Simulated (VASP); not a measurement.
# MnS (P6_3mc) in VASP: notebook

Runs on MnS. Level: PBEsol+U. Tasks: single point.

Everything below comes from runs of VASP 6.6.1. Logs are shortened: lines on timing, memory, paths and dates and some standing lists are left out, and cuts for length are marked.

**1. Starting point**

The structure is hexagonal, space group P6_3mc (No. 186). The conventional cell has a = 3.954 Å, b = 3.954 Å, c = 6.343 Å, α = 90.00°, β = 90.00°, γ = 120.00°. Around Mn (site symmetry 3m) lie 4 S at 2.36 to 2.42 Å. S (site symmetry 3m) has 4 Mn at 2.36 to 2.42 Å as nearest neighbours.

The cell is a database's computed one.

**2. Single point, PBEsol+U, collinear spin, typed start**

The input, INCAR:

```
SYSTEM = MnS
PREC = Accurate
ENCUT = 520
EDIFF = 1E-6
ISMEAR = 0
SIGMA = 0.05
LREAL = .FALSE.
LASPH = .TRUE.
NELM = 150
ALGO = Normal
ISIF = 2
LWAVE = .FALSE.
LCHARG = .FALSE.
ISPIN = 2
MAGMOM = 5 5 0 0
LORBIT = 11
LMAXMIX = 4
LDAU = .TRUE.
LDAUTYPE = 2
LDAUL = 2 -1
LDAUU = 5 0
LDAUJ = 0 0
LDAUPRINT = 1
GGA = PS
NBANDS = 31
```

The input, KPOINTS:

```
Automatic mesh
0
G
  6 6 3
  0 0 0
```

The input, POSCAR:

```
MnS
1.0
    3.9535775800      0.0000000000      0.0000000000
   -1.9767887900      3.4238986200      0.0000000000
    0.0000000000      0.0000000000      6.3425299100
Mn S
2 2
Direct
    0.3333333300      0.6666666700      0.9988446700
    0.6666666700      0.3333333300      0.4988614400
    0.6666666700      0.3333333300      0.1261543000
    0.3333333300      0.6666666700      0.6261406000
```

Potentials or basis: VASP PAW PBE potentials, release 64 (Mn_pv, S).

Command:

```bash
$ cat potpaw_PBE.64/Mn_pv/POTCAR potpaw_PBE.64/S/POTCAR > POTCAR
$ mpirun -np 1 vasp_std > vasp.out
```

OUTCAR:

```text
SYSTEM = MnS
   PREC = Accurate
   ENCUT = 520
   EDIFF = 1E-6
   ISMEAR = 0
   LREAL = .FALSE.
   LASPH = .TRUE.
   NELM = 150
   ISIF = 2
   ISPIN = 2
   LORBIT = 11
   GGA = PS

 ion  position               nearest neighbor table
   1  0.333  0.667  0.999-   4 2.36   3 2.42   3 2.42   3 2.42
   2  0.667  0.333  0.499-   3 2.36   4 2.42   4 2.42   4 2.42
   3  0.667  0.333  0.126-   2 2.36   1 2.42   1 2.42   1 2.42
   4  0.333  0.667  0.626-   1 2.36   2 2.42   2 2.42   2 2.42

  LATTYP: Found a hexagonal cell.
 ALAT       =     3.9535775800
 C/A-ratio  =     1.6042507784

  Lattice vectors:

 A1 = (   3.9535775800,   0.0000000000,   0.0000000000)
 A2 = (  -1.9767887900,   3.4238986200,   0.0000000000)
 A3 = (   0.0000000000,   0.0000000000,   6.3425299100)

Analysis of symmetry for initial positions (statically):
=====================================================================
 Subroutine PRICEL returns:
 Original cell was already a primitive cell.

 Routine SETGRP: Setting up the symmetry group for a
 hexagonal supercell.

 Subroutine GETGRP returns: Found  6 space group operations
 (whereof  6 operations were pure point group operations)
 out of a pool of 24 trial point group operations.

The static configuration has the point symmetry C_3v.

Analysis of symmetry for dynamics (positions and initial velocities):
=====================================================================
 Subroutine PRICEL returns:
 Original cell was already a primitive cell.

 Routine SETGRP: Setting up the symmetry group for a
 hexagonal supercell.

 Subroutine GETGRP returns: Found  6 space group operations
 (whereof  6 operations were pure point group operations)
 out of a pool of 24 trial point group operations.

The dynamic configuration has the point symmetry C_3v.

Analysis of structural, dynamic, and magnetic symmetry:
=====================================================================
 Subroutine PRICEL returns:
 Original cell was already a primitive cell.

 Routine SETGRP: Setting up the symmetry group for a
 hexagonal supercell.

 Subroutine GETGRP returns: Found  6 space group operations
 (whereof  6 operations were pure point group operations)
 out of a pool of 24 trial point group operations.

The overall configuration has the point symmetry C_3v.

 Subroutine INISYM returns: Found  6 space group operations
 (whereof  6 operations are pure point group operations),
[... 200 lines left out ...]
  o =  0.9427  v = -0.8215  0.0000  0.0000 -0.5702 -0.0000  0.0000  0.0000  0.0000  0.0000  0.0000      0.0000  0.0000  0.0000  0.0000  0.0000  0.0000  0.0000  0.0000  0.0000  0.0000
  o =  0.9432  v =  0.0000  0.0000 -1.0000 -0.0000  0.0000  0.0000  0.0000  0.0000  0.0000  0.0000      0.0000  0.0000  0.0000  0.0000  0.0000  0.0000  0.0000  0.0000  0.0000  0.0000

 number of electron      37.9999986 magnetization       9.9999993

 Free energy of the ion-electron system (eV)
  ---------------------------------------------------
  ext. energy  EPLUGINS =         0.00000000
  ---------------------------------------------------
  free energy    TOTEN  =       -26.62852158 eV

  energy without entropy =      -26.62852158  energy(sigma->0) =      -26.62852158

 E-fermi :   4.6236     XC(G=0):  -9.5816

 val. band max:        4.2653266915   @ k =   0.0000   0.0000   0.0000
 cond. band min:       5.7435270895   @ k =   0.0000   0.0000   0.0000
 fundamental gap:      1.4782003980
 Fermi energy:         4.6236467989

 spin component 1

 k-point     1 :       0.0000    0.0000    0.0000
  band No.  band energies     occupation
      1     -46.0938      1.00000
      2     -46.0938      1.00000
      3     -46.0931      1.00000
      4     -46.0931      1.00000
      5     -46.0900      1.00000
      6     -46.0860      1.00000
[... 567 lines left out ...]
     30      11.0684      0.00000
     31      12.9211      0.00000
 Fermi energy:         4.6236467989

 spin component 2

 k-point     1 :       0.0000    0.0000    0.0000
  band No.  band energies     occupation
      1     -41.2796      1.00000
      2     -41.2755      1.00000
      3     -41.2755      1.00000
      4     -41.2745      1.00000
      5     -41.2745      1.00000
      6     -41.2736      1.00000
[... 567 lines left out ...]
     30      12.2868      0.00000
     31      14.1640      0.00000

------------------------ aborting loop because EDIFF is reached ----------------------------------------

  FORCE on cell =-STRESS in cart. coord.  units (eV):
  Direction    XX          YY          ZZ          XY          YZ          ZX
  --------------------------------------------------------------------------------------
  -------------------------------------------------------------------------------------
  Total        2.1652503      2.1652503      3.7316137      0.0000000      0.0000000      0.0000000
  in kB       40.4059212     40.4059212     69.6359612      0.0000000      0.0000000      0.0000000
  external PRESSURE =      50.1492679 kB  Pullay stress =       0.0000000 kB

 VOLUME and BASIS-vectors are now :
 -----------------------------------------------------------------------------
  energy-cutoff  :      520.00
  volume of cell :       85.86
      direct lattice vectors                 reciprocal lattice vectors
     3.953577580  0.000000000  0.000000000     0.252935469  0.146032361  0.000000000
    -1.976788790  3.423898620  0.000000000     0.000000000  0.292064722  0.000000000
     0.000000000  0.000000000  6.342529910     0.000000000  0.000000000  0.157665792

 POSITION                                       TOTAL-FORCE (eV/Angst)
 -----------------------------------------------------------------------------------
     -0.00000      2.28260      6.33520        -0.000000      0.000000      0.359236
      1.97679      1.14130      3.16404         0.000000     -0.000000      0.358396
      1.97679      1.14130      0.80014         0.000000     -0.000000     -0.359095
     -0.00000      2.28260      3.97132         0.000000     -0.000000     -0.358536
 -----------------------------------------------------------------------------------
    total drift:                                0.000000      0.000001      0.001845

  FREE ENERGIE OF THE ION-ELECTRON SYSTEM (eV)
  ---------------------------------------------------
  free  energy   TOTEN  =       -26.6285215782 eV

  energy  without entropy=      -26.6285215782  energy(sigma->0) =      -26.62852158

 total charge

# of ion       s       p       d       tot
------------------------------------------
    1        0.274   6.233   4.883  11.390
    2        0.274   6.233   4.883  11.390
    3        1.307   2.483   0.000   3.790
    4        1.307   2.483   0.000   3.790
--------------------------------------------------
tot          3.161  17.433   9.765  30.360

 magnetization (x)

# of ion       s       p       d       tot
------------------------------------------
    1        0.046   0.063   4.489   4.598
    2        0.046   0.063   4.488   4.598
    3        0.004   0.012   0.000   0.017
    4        0.004   0.012   0.000   0.017
--------------------------------------------------
tot          0.101   0.150   8.977   9.228
```

It took 80 s on 1 thread of Intel Xeon Platinum 8259CL at 2.50GHz (Skylake/Cascade Lake), shared host; peak memory 0.26 GiB.

Results:

| Quantity | Value |
| --- | --- |
| Free energy | -26.6285 eV |
| Pressure | 5.0 GPa |
| Largest force | 0.359 eV/Å |
| Band gap on the k mesh | 1.48 eV, direct |
| Net moment | 10.00 μB per cell |
| Site moments | Mn +4.60; S +0.02 μB |
| Valence electrons inside the program's atomic spheres | Mn 11.39; S 3.79 |

Forces in eV/Å, atoms in the order of the input:
```
Mn   0.000  0.000  0.359
Mn   0.000  0.000  0.358
S    0.000  0.000 -0.359
S    0.000  0.000 -0.359
```

Eigenvalues of the final occupation matrices:
```csv
site,spin,trace,eigenvalues
site 1 d,1,4.70,0.94 0.94 0.94 0.94 0.94
site 1 d,2,0.20,0.02 0.02 0.05 0.05 0.06
site 2 d,1,4.70,0.94 0.94 0.94 0.94 0.94
site 2 d,2,0.20,0.02 0.02 0.05 0.05 0.06
```

Caveat: the PAW data sets were made with another functional, which shifts forces and pressure a little; an odd mesh through Γ misses points on the zone boundary, where band edges often lie.

**3. Single point, PBEsol+U, collinear spin, twin_end start**

The input, INCAR:

```
SYSTEM = MnS
PREC = Accurate
ENCUT = 520
EDIFF = 1E-7
ISMEAR = 0
SIGMA = 0.05
LREAL = .False.
LASPH = .True.
NELM = 150
ALGO = Normal
ISIF = 2
LWAVE = .False.
LCHARG = .True.
ISPIN = 2
MAGMOM = 4.75 4.75 0.04 0.04
LORBIT = 11
NUPDOWN = 10.0
LMAXMIX = 4
LDAU = .True.
LDAUTYPE = 2
LDAUL = 2 -1
LDAUU = 5 0
LDAUJ = 0 0
LDAUPRINT = 1
GGA = PS
LELF = .True.
LVHAR = .True.
NBANDS = 31
```

The input, KPOINTS:

```
Automatic mesh
0
Gamma
  6 6 3
  0 0 0
```

POSCAR is that of step 2.

Potentials or basis: VASP PAW PBE potentials, release 64 (Mn_pv, S).

Command:

```bash
$ cat potpaw_PBE.64/Mn_pv/POTCAR potpaw_PBE.64/S/POTCAR > POTCAR
$ mpirun -np 1 vasp_std > vasp.out
```

Run time: 91 s. Hardware: 1 thread of Intel Xeon Platinum 8259CL at 2.50GHz (Skylake/Cascade Lake), shared host; peak memory 0.26 GiB.

It converged, with:

```yaml
Free_energy: -26.6285 eV
Pressure: 5.0 GPa
Largest_force: 0.359 eV/Å
Net_moment: 10.00 μB per cell
Site_moments: Mn +4.60; S +0.02 μB
Valence_electrons_inside_the_program's_atomic_spheres: Mn 11.39; S 3.79
```

Forces on the atoms (eV/Å):
```
Mn   0.000  0.000  0.359
Mn   0.000  0.000  0.358
S    0.000  0.000 -0.359
S    0.000  0.000 -0.359
```

Stress tensor (GPa, compression positive):
```
4.04 0.00 0.00
0.00 4.04 0.00
0.00 0.00 6.96
```

Eigenvalues of the final occupation matrices:
```tsv
site	spin	trace	eigenvalues
site 1 d	1	4.70	0.94 0.94 0.94 0.94 0.94
site 1 d	2	0.20	0.02 0.02 0.05 0.05 0.06
site 2 d	1	4.70	0.94 0.94 0.94 0.94 0.94
site 2 d	2	0.20	0.02 0.02 0.05 0.05 0.06
```

Caveat: the PAW data sets were made with another functional, which shifts forces and pressure a little; the total moment is fixed, so each spin has its own Fermi level. The state reached can hang on the start; a lower one may exist.
